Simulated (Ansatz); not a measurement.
**TaO2 monolayer (2H): from the cell to its phonons**

How does TaO2 monolayer (2H) vibrate, and is this structure a minimum?

Program: Ansatz 0.2.0. Level of theory: DFT PBE, scalar-relativistic, plane waves, PAW. Results are calculated unless marked as measured.

## Step 1: Starting point

The cell holds 3 atoms: 1 Ta and 2 O. Cell: a = 2.960 Å, b = 2.960 Å, c = 20.000 Å, α = 90.0°, β = 90.0°, γ = 120.0°. Vacuum lies along c.

## Step 2: Rough relaxation

A rough relaxation comes first, because large forces or stress need no tight tolerances yet.

The program solves this slab on a cell height of its own, 28.7 Å, in place of the one typed.

Contents of input.yaml:

```yaml
crystal:
  lattice:
    - [2.96, 0.0, 0.0]
    - [-1.48, 2.56344, 0.0]
    - [0.0, 0.0, 20.0]
  atoms:
    - { symbol: Ta, position: [0.333333, 0.666667, 0.5] }
    - { symbol: O, position: [0.666667, 0.333333, 0.56125] }
    - { symbol: O, position: [0.666667, 0.333333, 0.43875] }
  periodic: [true, true, false]
kpoints:
  mp_grid: { grid: [9, 9, 1] }
hamiltonian:
  xc: pbe
scf:
  occupations: { method: gaussian, width: 0.1 }
output:
  forces: true
  stress: true
  eigenvalues: true
relax:
  adjacent_minimum: "off"
  f_tol: 0.05
  max_steps: 80
  cell: { stress_2d_tol: 0.02 }
```

The run is started by

```
$ ansatz run input.yaml --threads 8 --pin off --max-ram 14336MiB --backend cpu --events-out ev --progress --plain --runs-dir out
```

Numbers of over 12 decimals in the logs are rounded to 6 here.

What it wrote:

```text
[...]
F+E_penalty+E_count = -11069.07782598 eV   max|allowed force component| = 1.513e-4 eV/Å   (the final SCF, on the basis selected at the relaxed cell)
  cell:  # Å, volume = 220.0487 Å³
    - [2.975453, 0.0, 0.0]
    - [-1.487727, 2.576818, 0.0]
    - [0.0, 0.0, 28.700000]
  atoms:
    - { symbol: Ta, position: [0.333333, 0.666667, 0.348432] }
    - { symbol: O, position: [0.666667, 0.333333, 0.389620] }
    - { symbol: O, position: [0.666667, 0.333333, 0.307245] }
[key lines of the parts left out:]
SCF converged after 6 iterations
Free energy (F): -11069.077826 eV
Fermi energy:    -6.785167 eV
P = ½ c Tr σ = 0.0020 N/m
```

Run time: 7.4 s. Hardware: 8 threads of Arm Neoverse V2, shared host; peak memory 0.54 GiB.

Relaxation path:

| step | energy less that of the first step (eV) | largest force component (eV/Å) | volume (Å³) |
| --- | --- | --- | --- |
| 1 | 0.0000 | 0.9634 | 217.77 |
| 2 | 0.0039 | 0.7598 | 225.38 |
| 3 | -0.0405 | 0.0434 | 219.46 |
| 4 | -0.0404 | 0.0081 | 219.99 |
| 5* | -0.0422 | 0.0079 | 219.99 |
| 6 | -0.0421 | 0.0002 | 220.05 |
| 7* | -0.0422 | 0.0002 | 220.05 |

Relaxation steps marked * repeat the geometry before them on a plane-wave basis chosen anew for their cell, so energy and pressure can jump there.

Forces are held to the 12 operations that the run works with; a distortion that breaks them can't arise in this run.

| cell as run | before | after | change |
| --- | --- | --- | --- |
| a (Å) | 2.960 | 2.975 | +0.5 % |
| b (Å) | 2.960 | 2.975 | +0.5 % |

The atoms that moved most (Å, along periodic axes as changes of fractional coordinates times the final cell, across vacuum about the mean position):

| atom | dx | dy | dz | length |
| --- | --- | --- | --- | --- |
| O3 | 0.000 | 0.000 | 0.043 | 0.043 |
| O2 | 0.000 | 0.000 | -0.043 | 0.043 |

Final coordinates:

```xyz
3
Lattice="2.9755 0.0000 0.0000 -1.4877 2.5768 0.0000 0.0000 0.0000 28.7000" Properties=species:S:1:pos:R:3
Ta    0.0000    1.7179   10.0000
O     1.4877    0.8589   11.1821
O     1.4877    0.8589    8.8179
```

This step gave:

```
gap on the k-mesh : 0 eV
area per atom     : 2.556 Å²
```

The relaxation ends with a largest force component of 1.5e-4 eV/Å.

## Step 3: Bringing the structure to rest

Harmonic phonons are second derivatives at a point where the forces vanish, and they are wanted at zero stress, so atoms and cell are relaxed first.

Contents of input.yaml:

```yaml
crystal:
  lattice:
    - [2.9754534024, 0.0, 0.0]
    - [-1.4877267012, 2.5768182343, 0.0]
    - [0.0, 0.0, 28.7]
  atoms:
    - { symbol: Ta, position: [0.3333333333, 0.6666666667, 0.3484320557] }
    - { symbol: O, position: [0.6666666667, 0.3333333333, 0.3896195025] }
    - { symbol: O, position: [0.6666666667, 0.3333333333, 0.307244609] }
  periodic: [true, true, false]
kpoints:
  mp_grid: { grid: [18, 18, 1] }
hamiltonian:
  xc: pbe
scf:
  occupations: { method: gaussian, width: 0.1 }
output:
  forces: true
  stress: true
  eigenvalues: true
  write_density: true
  write_potential: true
  elf: true
  volumetric_format: npy
relax:
  adjacent_minimum: "off"
  f_tol: 0.005
  max_steps: 80
  cell: { stress_2d_tol: 0.02 }
```

What it wrote:

```text
[...]
Crystal: 3 atoms, lattice volume = 220.049 Å³
Basis set: ecut = 420 eV, 4187 PW (Γ), exchange–correlation on 40×40×384 points (8 copies of the dense FFT grid, shifted against one another)
Bands: 17, of which v1, the nominal top of the filled ones, is band 13 counted from 1 (12 counted from 0)
Symmetry: 12 space group operations
[...]
k-points: 37 of 324 (time reversal used)
[...]
SCF iter   1: F=—  HF=-11069.079073 eV  |F-HF|=—  |Δ(HF+E_count)|=         —  Δρ=2.82e-3  dr2=1.02e-2  ethr=1.77e-3  ⟨swp⟩=12.1  Hψ=5470  notcnv=0
[...]
SCF iter   8: F=-11069.081416 eV  HF=-11069.081415 eV  |F-HF|=1.06e-7  |Δ(HF+E_count)|=   5.37e-7  Δρ=2.27e-6  dr2=1.58e-8  ethr=4.00e-10  ⟨swp⟩=14.5  Hψ=5630  notcnv=0
SCF 1 converged in 8 iterations: F = -11069.081416 eV  dr2 = 1.58e-8
[...]
relax step   1: F+E_penalty+E_count = -11069.08141553 eV  Δ(F+E_penalty+E_count) = +0.000e0 eV  max|allowed force component| = 1.163e-2 eV/Å  Δτ_max = 0.0000 Å  P = +0.021 N/m  Ω = 220.049 Å³  fix = [c, alpha, beta]  reactions: c +0.000 N/m  (8 SCF iters, dr2 threshold 1.00e-7 eV, accepted)
Crystal: 3 atoms, lattice volume = 220.184 Å³
[...]
SCF iter   4: F=-11069.081320 eV  HF=-11069.081320 eV  |F-HF|=9.65e-8  |Δ(HF+E_count)|=   2.09e-7  Δρ=2.24e-6  dr2=7.31e-9  ethr=3.38e-11  ⟨swp⟩=18.1  Hψ=6717  notcnv=0
SCF 2 converged in 4 iterations: F = -11069.081320 eV  dr2 = 7.31e-9
relax step   2: F+E_penalty+E_count = -11069.08132000 eV  Δ(F+E_penalty+E_count) = +9.553e-5 eV  max|allowed force component| = 9.641e-3 eV/Å  Δτ_max = 0.0010 Å  P = -0.039 N/m  Ω = 220.184 Å³  energy of the carried Pulay correction = -9.492e-5 eV  fix = [c, alpha, beta]  (4 SCF iters, dr2 threshold 8.46e-9 eV, rejected (line search))
Crystal: 3 atoms, lattice volume = 220.105 Å³
[...]
SCF iter   7: F=-11069.081384 eV  HF=-11069.081384 eV  |F-HF|=8.37e-11  |Δ(HF+E_count)|=  3.38e-10  Δρ=3.23e-8  dr2=1.29e-12  ethr=1.00e-12  ⟨swp⟩=11.9  Hψ=4670  notcnv=0
SCF 3 converged in 7 iterations: F = -11069.081384 eV  dr2 = 1.29e-12
relax step   3: F+E_penalty+E_count = -11069.08138353 eV  Δ(F+E_penalty+E_count) = +3.200e-5 eV  max|allowed force component| = 5.059e-5 eV/Å  Δτ_max = 0.0005 Å  P = +0.000 N/m  Ω = 220.105 Å³  energy of the carried Pulay correction = -3.945e-5 eV  fix = [c, alpha, beta]  reactions: c +0.000 N/m  (7 SCF iters, accepted)
[...]
SCF iter   6: F=-11069.081434 eV  HF=-11069.081434 eV  |F-HF|=1.09e-11  |Δ(HF+E_count)|=  3.46e-11  Δρ=2.38e-8  dr2=1.15e-12  ethr=1.00e-12  ⟨swp⟩=13.7  Hψ=5235  notcnv=0
SCF 4 converged in 6 iterations: F = -11069.081434 eV  dr2 = 1.15e-12
relax step   4: F+E_penalty+E_count = -11069.08143353 eV  Δ(F+E_penalty+E_count) = -5.000e-5 eV  max|allowed force component| = 5.354e-5 eV/Å  Δτ_max = 0.0000 Å  P = +0.001 N/m  Ω = 220.105 Å³  fix = [c, alpha, beta]  reactions: c +0.000 N/m  stress off target by 1.40e-3 N/m on what of the cell is left free  SCF on the basis re-selected at this cell (its energy is not comparable with the rows above)  (6 SCF iters)
[...]
WARN: The output density's exchange-correlation potential varies sharply where the density is thin. Do not read a vacuum level from v_tot or v_xc, or from such a field of the output density. On a cell that repeats whose density bears no net charge and no dipole along the vacuum's axis use v_es (v_loc + v_h of the components); under efield.dipole_correction with no amplitude use v_es + v_field, which holds any externa [...]
SCF converged after 6 iterations
Free energy (F): -11069.081434 eV
[...]
Internal energy: -11069.064008 eV  (E = F + TS)
E sigma→0 (E₀):  -11069.072721 eV
Entropy (-TS):   -0.017426 eV (-5.809 meV/atom)
Fermi energy:    -6.786533 eV
[...]
--- Forces (eV/Å), atoms counted from 1 ---
  atom   1  Ta    -0.00000000     0.00000000    -0.00000000
  atom   2  O     -0.00000000     0.00000000     0.00005354
  atom   3  O     -0.00000000     0.00000000    -0.00005354
  max |Σ_I F_I| component: 7.03e-16 eV/Å
--- 2D stress c σ (N/m, compression-positive) ---
        0.001399      -0.000000       0.000000
       -0.000000       0.001399       0.000000
        0.000000       0.000000       0.000000
  P = ½ c Tr σ = 0.0014 N/m
--- Band table (eV; the first three rows and the last of 37) ---
  k-point 0: bands = [... 9 lower, -10.3993, -10.3993, -9.0347, -4.9580, -3.3753, -2.9582, -2.9582, -2.2475]
  k-point 1: bands = [... 9 lower, -10.4718, -10.4487, -8.9904, -5.0225, -3.3079, -2.9429, -2.8228, -2.3442]
  k-point 2: bands = [... 9 lower, -10.6528, -10.5865, -8.9002, -5.3012, -2.8927, -2.8845, -2.5859, -2.5291]
  k-point 36: bands = [... 9 lower, -11.3246, -10.1397, -9.1937, -6.8170, -4.0730, -1.1361, -0.3015, 0.0710]
--- Relaxed structure (3 steps of the walk, 2 accepted, 1 SCFs on fresh bases) ---
[...]
cell:  # Å, volume = 220.1047 Å³
    - [2.975832, 0, 0]
    - [-1.487916, 2.577146, 0]
    - [0, 0, 28.7]
  atoms:
    - { symbol: Ta, position: [0.333333, 0.666667, 0.348432] }
    - { symbol: O, position: [0.666667, 0.333333, 0.389601] }
    - { symbol: O, position: [0.666667, 0.333333, 0.307263] }
```

Run time: 11 s. Hardware: 8 threads; peak memory 0.61 GiB.

Little changed from the start: no atom moved by 0.005 Å and no cell edge by 0.1 %.

Valence density in the ac plane at fractional y = 0.333, with atoms of O within 0.2 Å of it. It is the smooth field of the valence electrons, not physical close to the nuclei.

Ten steps, logarithmic in the rise over the least value, from '0' (0.0 e/Å³) to '9' (5.5 e/Å³), each cell a mean:
```
000000000000000
000000000000000
000000000000000
000000000000000
000000000000000
000000000000000
000000000000000
000000000000000
000000000000000
000000000000000
000000000000000
000000000000000
000000000000000
000000112333211
432234578999875
556655445555544
433334578999875
100001123444321
000000000000000
000000000000000
000000000000000
000000000000000
000000000000000
000000000000000
```
Columns run along a (3.0 Å), rows up along c (28.7 Å). Atoms in or near the plane, at fractional coordinates: O at (0.67, 0.39), O at (0.67, 0.31).

Electrostatic potential energy in the ac plane at fractional y = 0.333, with atoms of O within 0.2 Å of it. With pseudopotentials it is smooth inside the atoms' cores, unlike the true potential.

Ten even steps from '_' (-29 eV) to '@' (0 eV), each cell a mean:
```
@@@@@@@@@@@@@@@@@@@@@@@@@@@@@@
@@@@@@@@@@@@@@@@@@@@@@@@@@@@@@
@@@@@@@@@@@@@@@@@@@@@@@@@@@@@@
@@@@@@@@@@@@@@@@@@@@@@@@@@@@@@
@@@@@@@@@@@@@@@@@@@@@@@@@@@@@@
@@@@@@@@@@@@@@@@@@@@@@@@@@@@@@
@@@@@@@@@@@@@@@@@@@@@@@@@@@@@@
@@@@@@@@@@@@@@@@@@@@@@@@@@@@@@
@@@@@@@@@@@@@@@@@@@@@@@@@@@@@@
@@@@@@@@@@@@@@@@@@@@@@@@@@@@@@
@@@@@@@@@@@@@@@@@@@@@@@@@@@@@@
@@@@@@@@@@@@@@@@@@@@@@@@@@@@@@
@@@@@@@@@@@@@@@@@@@@@@@@@@@@@@
@@@@@@@@@@@@@@@@@@@@@@@@@@@@@@
##############--__________--##
--..____..--==****++++++****==
####****######::__________::##
@@@@@@@@@@@@@@@@@@%%%%%%@@@@@@
@@@@@@@@@@@@@@@@@@@@@@@@@@@@@@
@@@@@@@@@@@@@@@@@@@@@@@@@@@@@@
@@@@@@@@@@@@@@@@@@@@@@@@@@@@@@
@@@@@@@@@@@@@@@@@@@@@@@@@@@@@@
@@@@@@@@@@@@@@@@@@@@@@@@@@@@@@
@@@@@@@@@@@@@@@@@@@@@@@@@@@@@@
```
Columns run along a (3.0 Å; values clipped at the 3rd and 97th percentile), rows up along c (28.7 Å). Atoms in or near the plane, at fractional coordinates: O at (0.67, 0.39), O at (0.67, 0.31).

ELF in the ac plane at fractional y = 0.333, with atoms of O within 0.2 Å of it. It is the smooth field of the valence electrons, not physical close to the nuclei.

Ten even steps from '0' (0.00) to '9' (0.81), each cell a mean:
```
000000000000000
000000000000000
000000000000000
000000000000000
000000000000000
000000000000000
000000000000000
000000000000000
000000000000000
000000000000000
000000000000000
000000000000000
000000000000000
100001345666543
510015899878998
234432234555432
410015899878998
100001356777653
000000000000000
000000000000000
000000000000000
000000000000000
000000000000000
000000000000000
```
Columns run along a (3.0 Å), rows up along c (28.7 Å). Atoms in or near the plane, at fractional coordinates: O at (0.67, 0.39), O at (0.67, 0.31).

## Step 4: Tight relaxation

Phonons need a cell at rest on their own settings, so the relaxation is repeated with tight tolerances on forces and stress on the k mesh and occupations of the first response run.

input.yaml, the sections that differ from step 3:

```yaml
crystal:
  lattice:
    - [2.9758321477, 0.0, 0.0]
    - [-1.4879160739, 2.5771462373, 0.0]
    - [0.0, 0.0, 28.7]
  atoms:
    - { symbol: Ta, position: [0.3333333333, 0.6666666667, 0.3484320557] }
    - { symbol: O, position: [0.6666666667, 0.3333333333, 0.3896009517] }
    - { symbol: O, position: [0.6666666667, 0.3333333333, 0.3072631597] }
  periodic: [true, true, false]
scf:
  occupations: { method: methfessel_paxton, width: 0.15 }
relax:
  adjacent_minimum: "off"
  f_tol: 0.001
  max_steps: 60
  cell: { stress_2d_tol: 0.002 }
# kpoints, hamiltonian, output: as in step 3
```

What it wrote:

```text
[...]
Crystal: 3 atoms, lattice volume = 220.105 Å³
Basis set: ecut = 420 eV, 4187 PW (Γ), exchange–correlation on 40×40×384 points (8 copies of the dense FFT grid, shifted against one another)
Bands: 17, of which v1, the nominal top of the filled ones, is band 13 counted from 1 (12 counted from 0)
Symmetry: 12 space group operations
[...]
--- Relaxed structure (3 steps of the walk, 3 accepted, 1 SCFs on fresh bases) ---
[...]
cell:  # Å, volume = 220.1187 Å³
    - [2.975926, 2.886834899074519e-11, 0.0]
    - [-1.487963, 2.577228, 0.0]
    - [0.0, 0.0, 28.7]
  atoms:
    - { symbol: Ta, position: [0.333333, 0.666667, 0.3484320557] }
    - { symbol: O, position: [0.666667, 0.333333, 0.389587] }
    - { symbol: O, position: [0.666667, 0.333333, 0.307278] }
[key lines of the parts left out:]
SCF converged after 7 iterations
Free energy (F): -11069.074211 eV
Fermi energy:    -6.784606 eV
P = ½ c Tr σ = 0.0013 N/m
```

Run time: 11 s. Hardware: 8 threads; peak memory 0.61 GiB.

Little changed from the start: no atom moved by 0.005 Å and no cell edge by 0.1 %.

Numbers from this step:

```
area per atom : 2.557 Å²
```

Valence density in the ac plane at fractional y = 0.333, with atoms of O within 0.2 Å of it. It is the smooth field of the valence electrons, not physical close to the nuclei.

Values in e/Å³, 24 rows by 15 columns, each cell a mean:
```
0.0 0.0 0.0 0.0 0.0 0.0 0.0 0.0 0.0 0.0 0.0 0.0 0.0 0.0 0.0
0.0 0.0 0.0 0.0 0.0 0.0 0.0 0.0 0.0 0.0 0.0 0.0 0.0 0.0 0.0
0.0 0.0 0.0 0.0 0.0 0.0 0.0 0.0 0.0 0.0 0.0 0.0 0.0 0.0 0.0
0.0 0.0 0.0 0.0 0.0 0.0 0.0 0.0 0.0 0.0 0.0 0.0 0.0 0.0 0.0
0.0 0.0 0.0 0.0 0.0 0.0 0.0 0.0 0.0 0.0 0.0 0.0 0.0 0.0 0.0
0.0 0.0 0.0 0.0 0.0 0.0 0.0 0.0 0.0 0.0 0.0 0.0 0.0 0.0 0.0
0.0 0.0 0.0 0.0 0.0 0.0 0.0 0.0 0.0 0.0 0.0 0.0 0.0 0.0 0.0
0.0 0.0 0.0 0.0 0.0 0.0 0.0 0.0 0.0 0.0 0.0 0.0 0.0 0.0 0.0
0.0 0.0 0.0 0.0 0.0 0.0 0.0 0.0 0.0 0.0 0.0 0.0 0.0 0.0 0.0
0.0 0.0 0.0 0.0 0.0 0.0 0.0 0.0 0.0 0.0 0.0 0.0 0.0 0.0 0.0
0.0 0.0 0.0 0.0 0.0 0.0 0.0 0.0 0.0 0.0 0.0 0.0 0.0 0.0 0.0
0.0 0.0 0.0 0.0 0.0 0.0 0.0 0.0 0.0 0.0 0.0 0.0 0.0 0.0 0.0
0.0 0.0 0.0 0.0 0.0 0.0 0.0 0.0 0.0 0.0 0.0 0.0 0.0 0.0 0.0
0.0 0.0 0.0 0.0 0.0 0.0 0.0 0.1 0.1 0.2 0.2 0.2 0.1 0.1 0.0
0.3 0.2 0.1 0.1 0.2 0.3 0.6 1.4 3.0 4.7 5.5 4.7 3.0 1.4 0.6
0.5 0.7 0.9 0.9 0.7 0.5 0.5 0.5 0.6 0.8 0.8 0.8 0.6 0.5 0.5
0.3 0.2 0.2 0.2 0.2 0.3 0.6 1.4 3.0 4.8 5.5 4.8 3.0 1.4 0.6
0.0 0.0 0.0 0.0 0.0 0.0 0.1 0.1 0.2 0.3 0.4 0.3 0.2 0.1 0.1
0.0 0.0 0.0 0.0 0.0 0.0 0.0 0.0 0.0 0.0 0.0 0.0 0.0 0.0 0.0
0.0 0.0 0.0 0.0 0.0 0.0 0.0 0.0 0.0 0.0 0.0 0.0 0.0 0.0 0.0
0.0 0.0 0.0 0.0 0.0 0.0 0.0 0.0 0.0 0.0 0.0 0.0 0.0 0.0 0.0
0.0 0.0 0.0 0.0 0.0 0.0 0.0 0.0 0.0 0.0 0.0 0.0 0.0 0.0 0.0
0.0 0.0 0.0 0.0 0.0 0.0 0.0 0.0 0.0 0.0 0.0 0.0 0.0 0.0 0.0
0.0 0.0 0.0 0.0 0.0 0.0 0.0 0.0 0.0 0.0 0.0 0.0 0.0 0.0 0.0
```
Columns run along a (3.0 Å), rows up along c (28.7 Å). Atoms in or near the plane, at fractional coordinates: O at (0.67, 0.39), O at (0.67, 0.31).

Electrostatic potential energy in the ac plane at fractional y = 0.333, with atoms of O within 0.2 Å of it. With pseudopotentials it is smooth inside the atoms' cores, unlike the true potential.

Ten even steps from '0' (-29 eV) to '9' (0 eV), each cell a mean:
```
999999999999999
999999999999999
999999999999999
999999999999999
999999999999999
999999999999999
999999999999999
999999999999999
999999999999999
999999999999999
999999999999999
999999999999999
999999999999999
999999999999999
777777730000037
310013466555664
776677720000027
999999999888999
999999999999999
999999999999999
999999999999999
999999999999999
999999999999999
999999999999999
```
Columns run along a (3.0 Å; values clipped at the 3rd and 97th percentile), rows up along c (28.7 Å). Atoms in or near the plane, at fractional coordinates: O at (0.67, 0.39), O at (0.67, 0.31).

ELF in the ac plane at fractional y = 0.333, with atoms of O within 0.2 Å of it. It is the smooth field of the valence electrons, not physical close to the nuclei.

Ten even steps from '0' (0.00) to '9' (0.81), each cell a mean:
```
000000000000000
000000000000000
000000000000000
000000000000000
000000000000000
000000000000000
000000000000000
000000000000000
000000000000000
000000000000000
000000000000000
000000000000000
000000000000000
100001345666543
510015899878998
234432234555432
410015899878998
100001356777653
000000000000000
000000000000000
000000000000000
000000000000000
000000000000000
000000000000000
```
Columns run along a (3.0 Å), rows up along c (28.7 Å). Atoms in or near the plane, at fractional coordinates: O at (0.67, 0.39), O at (0.67, 0.31).

The largest force component left is 0.12 meV/Å, within the tolerances set.

(Continued in part 2 of 2.)

[Logs are printed without paths, hosts, clocks, repeated set-up lines and the standing remarks that a program may print on its own settings, such as how far it seeks lower states.]

[Hosts, paths, dates, database ids (printed as entryN), source tags and the programs' standing remarks are cut or masked in the printed files.]
